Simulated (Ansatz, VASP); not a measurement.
# CsH: VASP beside Ansatz

INCAR

```
SYSTEM = CsH
  PREC = Accurate
  ENCUT = 600
  EDIFF = 1E-6
  ISMEAR = 0
  SIGMA = 0.02
  LREAL = .False.
  LASPH = .True.
  NELM = 60
  ALGO = Normal
  ISIF = 3
  LWAVE = .False.
  LCHARG = .False.
  IBRION = 2
  NSW = 70
  EDIFFG = -0.005
```

The input KPOINTS:

```
regular mesh
0
Gamma
  8 8 8
  0 0 0
```

The input POSCAR:

```
CsH
1.0
    0.0000000000      3.2165043114      3.2165043114
    3.2165043114      0.0000000000      3.2165043114
    3.2165043114      3.2165043114      0.0000000000
Cs H
1 1
Direct
    0.0000000000      0.0000000000      0.0000000000
    0.5000000000      0.5000000000      0.5000000000
```

Input for Ansatz:

```yaml
crystal:
  lattice:
    - [0.0, 3.2165043114, 3.2165043114]
    - [3.2165043114, 0.0, 3.2165043114]
    - [3.2165043114, 3.2165043114, 0.0]
  atoms:
    - { symbol: Cs, position: [0.0, 0.0, 0.0] }
    - { symbol: H, position: [0.5, 0.5, 0.5] }
basis:
  ecutwfc: 420
kpoints:
  mp_grid: { grid: [8, 8, 8] }
hamiltonian:
  xc: lda
scf:
  occupations: { method: gaussian, width: 0.02 }
output:
  forces: true
  stress: true
  eigenvalues: true
relax:
  adjacent_minimum: "off"
  f_tol: 0.005
  max_steps: 50
  cell: { stress_tol: 0.05 }
```

Alike in both runs: task relaxation of cell and atoms; functional LDA; k mesh 8 × 8 × 8; occupations gaussian, width 0.02 eV; no spin polarisation.

|  | VASP | Ansatz |
| --- | --- | --- |
| version | VASP 6.6.1 | Ansatz 0.2.0 |
| potentials or method | VASP PAW LDA potentials, release 64 (Cs_sv, H) | scalar-relativistic, plane waves, PAW |
| plane-wave cutoff (eV) | 600 | 420 |
| valence electrons in the cell | 10 | 10 |

Ansatz gave:

| Quantity | Value |
| --- | --- |
| gap on the k mesh at the Fermi level, each at its own relaxed structure (eV) | 1.76 |
| relaxed volume (Å³/atom) | 28.44 |
| relaxed cell length with the largest relative difference (Å) | 4.317 |
| energy change over the relaxation (meV/atom) | -25 |

Question: Estimate VASP's values.

Answer: gap on the k mesh at the Fermi level, each at its own relaxed structure (eV): 1.74; relaxed volume (Å³/atom): 28.58; relaxed cell length with the largest relative difference (Å): 4.324; energy change over the relaxation (meV/atom): -23.

Caveats: spin-orbit coupling is left out, which moves the levels of the heavy elements. Expect the measured gap to be larger: semilocal functionals such as LDA lack the derivative discontinuity. A k mesh can miss the band edges.
